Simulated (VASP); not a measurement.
# Si (Fd-3m) in VASP: a series of runs

One crystal, Si, is run at these levels: LDA; tasks: single point, relaxation of cell and atoms.

Program: VASP 6.6.1. These are calculated values, not measurements. Logs are shortened: lines on timing, memory, paths and dates and some standing lists are left out, and cuts for length are marked.

## 1. The crystal as given

Symmetry: Fd-3m, No. 227, cubic system. Conventional cell: a = 5.402 Å, b = 5.402 Å, c = 5.402 Å, α = 90.00°, β = 90.00°, γ = 90.00°. Si (site symmetry -43m) has 4 Si at 2.34 Å as nearest neighbours.

## 2. Single point, LDA

File INCAR:

```
SYSTEM = Si
  PREC = Accurate
  ENCUT = 520
  EDIFF = 1E-6
  ISMEAR = 0
  SIGMA = 0.02
  LREAL = .False.
  LASPH = .True.
  NELM = 100
  ALGO = Normal
  ISIF = 2
  LWAVE = .False.
  LCHARG = .True.
  GGA = CA
  LELF = .True.
  LVHAR = .True.
  NBANDS = 11
```

File KPOINTS:

```
regular mesh
0
Gamma
  8 8 8
  0 0 0
```

File POSCAR:

```
Si
1.0
    0.0000000000      2.7009713487      2.7009713487
    2.7009713487      0.0000000000      2.7009713487
    2.7009713487      2.7009713487      0.0000000000
Si
2
Direct
    0.0000000000      0.0000000000      0.0000000000
    0.2500000000      0.2500000000      0.2500000000
```

Potentials or basis: VASP PAW LDA potentials, release 64 (Si).

Command:

```console
$ cat potpaw_LDA.64/Si/POTCAR > POTCAR
$ mpirun -np 1 vasp_std > vasp.out
```

OUTCAR:

```text
SYSTEM = Si
   PREC = Accurate
   ENCUT = 520
   EDIFF = 1E-6
   ISMEAR = 0
   LREAL = .False.
   LASPH = .True.
   NELM = 100
   ISIF = 2
   GGA = CA

 ion  position               nearest neighbor table
   1  0.000  0.000  0.000-   2 2.34   2 2.34   2 2.34   2 2.34
   2  0.250  0.250  0.250-   1 2.34   1 2.34   1 2.34   1 2.34

  LATTYP: Found a face centered cubic cell.
 ALAT       =     5.4019426974

  Lattice vectors:

 A1 = (   0.0000000000,   2.7009713487,   2.7009713487)
 A2 = (   2.7009713487,   0.0000000000,   2.7009713487)
 A3 = (   2.7009713487,   2.7009713487,   0.0000000000)

Analysis of symmetry for initial positions (statically):
=====================================================================
 Subroutine PRICEL returns:
 Original cell was already a primitive cell.

 Routine SETGRP: Setting up the symmetry group for a
 face centered cubic supercell.

 Subroutine GETGRP returns: Found 48 space group operations
 (whereof 24 operations were pure point group operations)
 out of a pool of 48 trial point group operations.

The static configuration has the point symmetry T_d .
 The point group associated with its full space group is O_h .

Analysis of symmetry for dynamics (positions and initial velocities):
=====================================================================
 Subroutine PRICEL returns:
 Original cell was already a primitive cell.

 Routine SETGRP: Setting up the symmetry group for a
 face centered cubic supercell.

 Subroutine GETGRP returns: Found 48 space group operations
 (whereof 24 operations were pure point group operations)
 out of a pool of 48 trial point group operations.

The dynamic configuration has the point symmetry T_d .
 The point group associated with its full space group is O_h .

 Subroutine INISYM returns: Found 48 space group operations
 (whereof 24 operations are pure point group operations),
 and found     1 'primitive' translations

----------------------------------------------------------------------------------------

                                     Primitive cell

  volume of cell :      39.4085

  direct lattice vectors                    reciprocal lattice vectors
     0.000000000  2.700971349  2.700971349    -0.185118587  0.185118587  0.185118587
     2.700971349  0.000000000  2.700971349     0.185118587 -0.185118587  0.185118587
     2.700971349  2.700971349  0.000000000     0.185118587  0.185118587 -0.185118587

  length of vectors
     3.819750313  3.819750313  3.819750313     0.320634798  0.320634798  0.320634798

  position of ions in fractional coordinates (direct lattice)
     0.000000000  0.000000000  0.000000000
     0.250000000  0.250000000  0.250000000

  ion indices of the primitive-cell ions
   primitive index   ion index
                 1           1
                 2           2

----------------------------------------------------------------------------------------

 KPOINTS: regular mesh

Automatic generation of k-mesh.
 Grid dimensions read from file:
 generate k-points for:    8    8    8

 Generating k-lattice:

  Cartesian coordinates                     Fractional coordinates (reciprocal lattice)
    -0.023139823  0.023139823  0.023139823     0.125000000  0.000000000  0.000000000
     0.023139823 -0.023139823  0.023139823     0.000000000  0.125000000  0.000000000
     0.023139823  0.023139823 -0.023139823     0.000000000  0.000000000  0.125000000

  Length of vectors
     0.040079350  0.040079350  0.040079350

  Shift w.r.t. Gamma in fractional coordinates (k-lattice)
     0.000000000  0.000000000  0.000000000

 Subroutine IBZKPT returns following result:
 ===========================================

 Found     29 irreducible k-points:

 Following reciprocal coordinates:
            Coordinates               Weight
  0.000000  0.000000  0.000000      1.000000
  0.125000  0.000000  0.000000      8.000000
  0.250000  0.000000  0.000000      8.000000
  0.375000  0.000000  0.000000      8.000000
  0.500000  0.000000  0.000000      4.000000
  0.125000  0.125000  0.000000      6.000000
[... 16 lines left out ...]
  0.500000  0.250000  0.125000     48.000000
 -0.375000  0.250000  0.125000     24.000000
 [... further k-points ...]
   k-points           NKPTS =     29   k-points in BZ     NKDIM =     29   number of bands    NBANDS=     11
   number of dos      NEDOS =    301   number of ions     NIONS =      2
   total plane-waves  NPLWV =  21952
   dimension x,y,z NGX =    28 NGY =   28 NGZ =   28
   dimension x,y,z NGXF=    56 NGYF=   56 NGZF=   56
   ions per type =               2
   NGX,Y,Z   is equivalent  to a cutoff of  12.19, 12.19, 12.19 a.u.
   NGXF,Y,Z  is equivalent  to a cutoff of  24.37, 24.37, 24.37 a.u.
 SYSTEM =  Si
   PREC   = accura    normal or accurate (medium, high low for compatibility)
   ISTART =      0    job   : 0-new  1-cont  2-samecut
   ICHARG =      2    charge: 1-file 2-atom 10-const
   ISPIN  =      1    spin polarized calculation?
   LNONCOLLINEAR =      F non collinear calculations
   LSORBIT =      F    spin-orbit coupling
   LASPH  =      T    aspherical Exc in radial PAW
   ENCUT  =  520.0 eV  38.22 Ry    6.18 a.u.   7.10  7.10  7.10*2*pi/ulx,y,z
   NELM   =    100;   NELMIN=  2; NELMDL= -5     # of ELM steps
   EDIFF  = 0.1E-05   stopping-criterion for ELM
[... 8 lines left out ...]
   TEBEG  =    0.0;   TEEND  =   0.0 temperature during run
   PSTRESS=    0.0 pullay stress
   NELECT =       8.0000    total number of electrons
   NUPDOWN=      -1.0000    fix difference up-down
   EMIN   =  10.00;   EMAX   =-10.00  energy-range for DOS
   EFERMI =   0.00;   METHOD = LEGACY
   ISMEAR =     0;   SIGMA  =   0.02  broadening in eV -4-tet -1-fermi 0-gaus
   EFERMI_NEDOS =   21; number of points for ismear=-14 and -15
   IALGO  =     38    algorithm
   IMIX   =      4    mixing-type and parameters
     AMIX     =   0.40;   BMIX     =  1.00
     AMIX_MAG =   1.60;   BMIX_MAG =  1.00
  volume/ion in A,a.u.               =      19.70       132.97
  Fermi-wavevector in a.u.,A,eV,Ry     =   0.962147  1.818195 12.595284  0.925727
  Thomas-Fermi vector in A             =   2.091581
   LORBIT       =      0    0 simple, 1 ext, 2 COOP (PROOUT), +10 PAW based schemes
   GGA     = CA    functional components
   LHFCALC =     F    Hartree Fock is set to
   AEXX    =    0.0000 exact exchange contribution
   IVDW    =     0    specifies the selected vdW correction
   LEPSILON=     F    determine dielectric tensor
   LRPA    =     F    only Hartree local field effects (RPA)
 non-spin polarized calculation
 Gauss-broadening in eV      SIGMA  =   0.02
  energy-cutoff  :      520.00
  volume of cell :       39.41
 maximum number of plane-waves:      1072
   NGX = 15   NGY = 15   NGZ = 15

 number of electron       8.0000001 magnetization

 Free energy of the ion-electron system (eV)
  ---------------------------------------------------
  ext. energy  EPLUGINS =         0.00000000
  ---------------------------------------------------
  free energy    TOTEN  =       -11.91556938 eV

  energy without entropy =      -11.91556938  energy(sigma->0) =      -11.91556938

 E-fermi :   6.0843     XC(G=0):  -9.6651

 val. band max:        5.9350047554   @ k =   0.0000   0.0000   0.0000
 cond. band min:       6.4244016398   @ k =   0.3750   0.3750   0.0000
 fundamental gap:      0.4893968843
 Fermi energy:         6.0843239346

 k-point     1 :       0.0000    0.0000    0.0000
  band No.  band energies     occupation
      1      -6.1320      2.00000
      2       5.9350      2.00000
      3       5.9350      2.00000
      4       5.9350      2.00000
      5       8.4651      0.00000
      6       8.4651      0.00000
      7       8.4651      0.00000
      8       9.3272      0.00000
      9      13.6702      0.00000
     10      13.6702      0.00000
     11      13.6792      0.00000

 k-point     2 :       0.1250    0.0000    0.0000
  band No.  band energies     occupation
      1      -5.9250      2.00000
      2       4.3178      2.00000
      3       5.6408      2.00000
      4       5.6408      2.00000
      5       8.4029      0.00000
      6       8.8958      0.00000
      7       8.8958      0.00000
      8      10.6585      0.00000
      9      13.1591      0.00000
     10      13.1591      0.00000
     11      14.4933      0.00000

 k-point     3 :       0.2500    0.0000    0.0000
  band No.  band energies     occupation
      1      -5.3205      2.00000
      2       1.9628      2.00000
      3       5.1657      2.00000
      4       5.1657      2.00000
      5       7.9184      0.00000
      6       9.4101      0.00000
      7       9.4101      0.00000
      8      12.8299      0.00000
      9      13.1037      0.00000
     10      13.1037      0.00000
     11      14.7638      0.00000

 k-point     4 :       0.3750    0.0000    0.0000
  band No.  band energies     occupation
      1      -4.4099      2.00000
      2      -0.0854      2.00000
      3       4.8377      2.00000
      4       4.8377      2.00000
      5       7.5500      0.00000
      6       9.3376      0.00000
      7       9.3376      0.00000
      8      13.6475      0.00000
      9      14.5068      0.00000
     10      14.5068      0.00000
     11      15.5646      0.00000

 k-point     5 :       0.5000    0.0000    0.0000
  band No.  band energies     occupation
      1      -3.7530      2.00000
      2      -1.1307      2.00000
      3       4.7259      2.00000
      4       4.7259      2.00000
      5       7.4211      0.00000
      6       9.2194      0.00000
      7       9.2194      0.00000
      8      13.4718      0.00000
      9      16.4931      0.00000
     10      16.4931      0.00000
     11      17.2096      0.00000
[... 211 lines left out ...]
 k-point    21 :       0.5000    0.5000    0.0000
  band No.  band energies     occupation
      1      -1.9304      2.00000
      2      -1.9304      2.00000
      3       3.0401      2.00000
      4       3.0401      2.00000
      5       6.5079      0.00000
      6       6.5079      0.00000
      7      16.0491      0.00000
      8      16.0491      0.00000
      9      16.9072      0.00000
     10      16.9072      0.00000
     11      18.5136      0.00000

 k-point    22 :       0.3750    0.2500    0.1250
  band No.  band energies     occupation
      1      -4.7832      2.00000
      2       1.6241      2.00000
      3       3.1590      2.00000
      4       4.4842      2.00000
      5       8.3145      0.00000
      6       9.8058      0.00000
      7      10.0501      0.00000
      8      11.4201      0.00000
      9      13.7147      0.00000
     10      16.2147      0.00000
     11      16.9146      0.00000

 k-point    23 :       0.5000    0.2500    0.1250
  band No.  band energies     occupation
      1      -3.8788      2.00000
      2       0.0469      2.00000
      3       2.5459      2.00000
      4       3.9689      2.00000
      5       8.7416      0.00000
      6       9.4311      0.00000
      7      10.8999      0.00000
      8      11.8495      0.00000
      9      14.9446      0.00000
     10      15.6229      0.00000
     11      17.8700      0.00000

 k-point    24 :      -0.3750    0.2500    0.1250
  band No.  band energies     occupation
      1      -3.2085      2.00000
      2      -0.9220      2.00000
      3       2.4194      2.00000
      4       3.7332      2.00000
      5       8.9552      0.00000
      6       8.9746      0.00000
      7      11.8274      0.00000
      8      13.0035      0.00000
      9      13.3029      0.00000
     10      16.4683      0.00000
     11      17.6291      0.00000

 [... further k-points ...]

------------------------ aborting loop because EDIFF is reached ----------------------------------------

  FORCE on cell =-STRESS in cart. coord.  units (eV):
  Direction    XX          YY          ZZ          XY          YZ          ZX
  --------------------------------------------------------------------------------------
  -------------------------------------------------------------------------------------
  Total        0.0137632      0.0137632      0.0137632      0.0000000      0.0000000     -0.0000000
  in kB        0.5595520      0.5595520      0.5595520      0.0000000      0.0000000     -0.0000000
  external PRESSURE =       0.5595520 kB  Pullay stress =       0.0000000 kB

 VOLUME and BASIS-vectors are now :
 -----------------------------------------------------------------------------
  energy-cutoff  :      520.00
  volume of cell :       39.41
      direct lattice vectors                 reciprocal lattice vectors
     0.000000000  2.700971349  2.700971349    -0.185118587  0.185118587  0.185118587
     2.700971349  0.000000000  2.700971349     0.185118587 -0.185118587  0.185118587
     2.700971349  2.700971349  0.000000000     0.185118587  0.185118587 -0.185118587

 POSITION                                       TOTAL-FORCE (eV/Angst)
 -----------------------------------------------------------------------------------
      0.00000      0.00000      0.00000        -0.000000     -0.000000     -0.000000
      1.35049      1.35049      1.35049         0.000000      0.000000      0.000000
 -----------------------------------------------------------------------------------
    total drift:                                0.000000      0.000000     -0.000000

  FREE ENERGIE OF THE ION-ELECTRON SYSTEM (eV)
  ---------------------------------------------------
  free  energy   TOTEN  =       -11.9155693819 eV

  energy  without entropy=      -11.9155693819  energy(sigma->0) =      -11.91556938
```

It took 6.2 s on 1 thread of Intel Xeon Platinum 8559C (Emerald Rapids), shared host; peak memory 0.13 GiB.

What came out:

```
Free energy            : -11.9156 eV
Pressure               : 0.1 GPa
Band gap on the k mesh : 0.49 eV, indirect (least direct gap 2.53 eV)
```

## 3. Relaxation of cell and atoms, LDA

This run uses another cell than the first one, of 20.16 Å³/atom, 1.023 times its volume.

File INCAR:

```
ALGO = Normal
EDIFF = 1E-7
EDIFFG = -0.002
ENCUT = 600
GGA = CA
IBRION = 2
ISIF = 3
ISMEAR = 0
LASPH = T
LCHARG = F
LREAL = F
LWAVE = F
NELM = 100
NSW = 100
PREC = Accurate
SIGMA = 0.02
```

File KPOINTS:

```
k-points
0
Gamma
  8 8 8
```

File POSCAR:

```
Si
1.0
    0.0000000000      2.7218511900      2.7218511900
    2.7218511900      0.0000000000      2.7218511900
    2.7218511900      2.7218511900      0.0000000000
Si
2
Direct
    0.0000000000      0.0000000000      0.0000000000
    0.2500000000      0.2500000000      0.2500000000
```

Potentials or basis: VASP PAW LDA potentials, release 64 (Si).

Command:

```console
$ cat potpaw_LDA.64/Si/POTCAR > POTCAR
$ mpirun -np 1 vasp_std > vasp.out
```

It took 9.8 s on 1 thread of Intel Xeon Platinum 8559C (Emerald Rapids), shared host; peak memory 0.15 GiB.

Results (log left out):

* Free energy: -11.9158 eV
* Relaxed volume: 19.72 Å³/atom
* Relaxed cell: a = 3.821 Å, b = 3.821 Å, c = 3.821 Å, α = 60.00°, β = 60.00°, γ = 60.00°
* Space group after relaxing (to 0.05 Å): Fd-3m (No. 227)
* Energy gained by relaxing: 3.0 meV/atom
* Ionic steps: 3
* Pressure after relaxing: 0.0 GPa
* Band gap on the k mesh: 0.49 eV, indirect (least direct gap 2.53 eV)

Step by step:
```
step  energy change (eV)  largest force (eV/Å)  pressure (GPa)  volume (Å³)
   1              0.0000                0.0000           -2.07        40.33
   2             -0.0030                0.0000            1.55        38.83
   3             -0.0059                0.0000            0.00        39.44
```

Final structure:
```yaml
crystal:
  lattice:
    - [0.00000, 2.70159, 2.70159]
    - [2.70159, 0.00000, 2.70159]
    - [2.70159, 2.70159, 0.00000]
  atoms:
    - { symbol: Si, position: [0.00000, 0.00000, 0.00000] }
    - { symbol: Si, position: [0.25000, 0.25000, 0.25000] }
```

Levels at points of the mesh, in eV from the valence-band top:
| k point | band 2 | band 3 | band 4 | band 5 | band 6 | band 7 |
| --- | --- | --- | --- | --- | --- | --- |
| (0.00, 0.00, 0.00) | 0.00 | 0.00 | 0.00 | 2.53 | 2.53 | 2.53 |
| (0.50, 0.00, 0.00) | -7.06 | -1.21 | -1.21 | 1.48 | 3.28 | 3.28 |
| (0.50, 0.50, 0.00) | -7.86 | -2.89 | -2.89 | 0.57 | 0.57 | 10.11 |

A k mesh can miss the band edges.

## 4. Single point, LDA

File INCAR:

```
SYSTEM = Si
ALGO = Normal
EDIFF = 1E-7
ENCUT = 520
ISIF = 2
ISMEAR = 0
LASPH = .TRUE.
LCHARG = .FALSE.
LREAL = .FALSE.
LWAVE = .FALSE.
NBANDS = 11
NELM = 100
PREC = Accurate
SIGMA = 0.02
```

File KPOINTS:

```
k-points
0
G
  12 12 12
  0 0 0
```

File POSCAR:

```
Si
1.0
    0.0000000000      2.7009713487      2.7009713487
    2.7009713487      0.0000000000      2.7009713487
    2.7009713487      2.7009713487      0.0000000000
Si
2
Direct
    0.0000000000      0.0000000000      0.0000000000
    0.2500000000      0.2500000000      0.2500000000
```

Command:

```console
$ cat potpaw_LDA.64/Si/POTCAR > POTCAR
$ mpirun -np 1 vasp_std > vasp.out
```

It took 13 s on 1 thread of Intel Xeon Platinum 8559C (Emerald Rapids), shared host; peak memory 0.14 GiB.

It converged, with:

| Quantity | Value |
| --- | --- |
| Free energy | -11.9197 eV |
| Pressure | 0.0 GPa |
| Band gap on the k mesh | 0.44 eV, indirect (least direct gap 2.53 eV) |

Levels at points of the mesh, in eV from the valence-band top:
```tsv
k point	band 1	band 2	band 3	band 4	band 5	band 6	band 7	band 8
(0.00, 0.00, 0.00)	-12.07	0.00	0.00	0.00	2.53	2.53	2.53	3.39
(0.50, 0.00, 0.00)	-9.69	-7.06	-1.21	-1.21	1.49	3.29	3.29	7.54
(0.50, 0.50, 0.00)	-7.86	-7.86	-2.89	-2.89	0.57	0.57	10.11	10.11
```

A k mesh can miss the band edges. Expect the measured gap to be larger: semilocal functionals such as LDA lack the derivative discontinuity.

## 5. Relaxation of cell and atoms, LDA

File INCAR:

```
SYSTEM = Si
  PREC = Accurate
  ENCUT = 600
  EDIFF = 1E-7
  ISMEAR = 0
  SIGMA = 0.02
  LREAL = .False.
  LASPH = .True.
  NELM = 100
  ALGO = Normal
  ISIF = 3
  LWAVE = .False.
  LCHARG = .False.
  GGA = CA
  IBRION = 2
  NSW = 100
  EDIFFG = -0.002
```

File KPOINTS:

```
regular mesh
0
Gamma
  12 12 12
  0 0 0
```

POSCAR is that of step 4.

Command:

```console
$ cat potpaw_LDA.64/Si/POTCAR > POTCAR
$ mpirun -np 1 vasp_std > vasp.out
```

It took 17 s on 1 thread of Intel Xeon Platinum 8559C (Emerald Rapids), shared host; peak memory 0.15 GiB.

Results (log left out):

```
Free energy                            : -11.9199 eV
Relaxed volume                         : 19.72 Å³/atom
Relaxed cell                           : a = 3.820 Å, b = 3.820 Å, c = 3.820 Å, α = 60.00°, β = 60.00°, γ = 60.00°
Space group after relaxing (to 0.05 Å) : Fd-3m (No. 227)
Energy gained by relaxing              : 0.0 meV/atom
Ionic steps                            : 3
Pressure after relaxing                : 0.0 GPa
Band gap on the k mesh                 : 0.44 eV, indirect (least direct gap 2.53 eV)
```

Final structure:
```xyz
2
Lattice="0.0000 2.7015 2.7015 2.7015 0.0000 2.7015 2.7015 2.7015 0.0000" Properties=species:S:1:pos:R:3 pbc="T T T"
Si    0.0000    0.0000    0.0000
Si    1.3507    1.3507    1.3507
```

Levels at points of the mesh, in eV from the valence-band top:
```
           k point  band 1  band 2  band 3  band 4  band 5  band 6  band 7  band 8
(0.00, 0.00, 0.00)  -12.06    0.00    0.00    0.00    2.53    2.53    2.53    3.39
(0.50, 0.00, 0.00)   -9.69   -7.06   -1.21   -1.21    1.48    3.29    3.29    7.54
(0.50, 0.50, 0.00)   -7.86   -7.86   -2.89   -2.89    0.58    0.58   10.11   10.11
```

A k mesh can miss the band edges. Expect the measured gap to be larger: semilocal functionals such as LDA lack the derivative discontinuity.

## 6. The runs side by side

```csv
task,cell,k mesh,cutoff (eV),gap on the mesh (eV),pressure (GPa),relaxed volume (Å³/atom)
single point,"Fd-3m, 19.7 Å³/atom",8 × 8 × 8,520,0.49,0.1,-
relaxation of cell and atoms,relaxed,8 × 8 × 8,600,0.49,0.0,19.72
single point,"Fd-3m, 19.7 Å³/atom",12 × 12 × 12,520,0.44,0.0,-
relaxation of cell and atoms,relaxed,12 × 12 × 12,600,0.44,0.0,19.72
```

Alike in all rows: level LDA; potentials or basis VASP PAW LDA potentials, release 64 (Si); no spin polarisation; smearing gaussian 0.02 eV.

Total energies depend on the potentials used, so only differences within one code and one set of settings carry meaning.
